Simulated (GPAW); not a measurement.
Input of a GPAW 26.7.0 run:

Contents of run.py:

```python
import json
import numpy as np
from ase import Atoms
from ase.dft.bandgap import bandgap
from ase.io import write
from gpaw import GPAW, PW
from gpaw.response.g0w0 import G0W0

atoms = Atoms(['C', 'C'],
              cell=[[0.0, 1.78337, 1.78337],
                    [1.78337, 0.0, 1.78337],
                    [1.78337, 1.78337, 0.0]],
              scaled_positions=[[0.75, 0.75, 0.75],
                                [0.5, 0.5, 0.5]],
              pbc=True)

calc = GPAW(mode=PW(600),
            xc='LDA',
            kpts={'size': (8, 8, 8), 'gamma': True},
            occupations={'name': 'fermi-dirac', 'width': 0.001},
            nbands=11,
            convergence={'density': 1e-06},
            maxiter=150,
            txt='gpaw.txt')
atoms.calc = calc
energy = atoms.get_potential_energy()
calc.write('gs.gpw')
write('result.traj', atoms)
print(f'Energy: {energy:.6f} eV')
print('Fermi level:', round(calc.get_fermi_level(), 4), 'eV')
print(f'Gap: {bandgap(calc)[0]:.4f} eV, direct: {bandgap(calc, direct=True)[0]:.4f} eV')

calc.diagonalize_full_hamiltonian(nbands=51)
calc.write('full.gpw', mode='all')

ibz = calc.get_ibz_k_points()
gap, vbm, cbm = bandgap(calc, output=None)
gap, direct, _ = bandgap(calc, direct=True, output=None)
gamma = int(np.abs(ibz).sum(1).argmin())
kpts = sorted({gamma, vbm[1], cbm[1], direct[1]})
gw = G0W0(calc='full.gpw',
          filename='gw',
          ecut=150,
          ecut_extrapolation=True,
          relbands=(-2, 2),
          kpts=kpts,
          integrate_gamma='WS',
          ppa=True)
gw.calculate()
results = {mode: {key: np.asarray(r[key]).tolist() for key in ['f', 'eps', 'vxc', 'exx', 'sigma', 'Z', 'qp', 'sigma_eskn']}
           for mode, r in gw.all_results.items()}
json.dump({'kpts': ibz[kpts].tolist(), 'results': results}, open('gw.json', 'w'))
for mode, r in results.items():
    f, qp = np.array(r['f']), np.array(r['qp'])
    print(mode, 'quasiparticle energies (eV):')
    print(qp.round(3))
    print(mode, 'gap:', round(qp[f < 0.5].min() - qp[f > 0.5].max(), 4), 'eV')
```

Potentials or basis: the program's PAW data sets (release 1.2.1) made for this functional, pw.

The run is started by

```bash
$ OMP_NUM_THREADS=1 python run.py
```

Question: What does it give for the quasiparticle gap?

Answer: 5.51 eV.

Question: What does it give for the least direct quasiparticle gap?

Answer: 7.37 eV.

Question: Estimate the band gap on the k mesh, mean-field level.

Answer: 4.10 eV, indirect (least direct gap 5.55 eV).

Caveat: the k mesh is coarse; the quasiparticle gap is taken among the few k points that were corrected; the long-wavelength limit can be off by a per cent or two. A k mesh can miss the band edges.
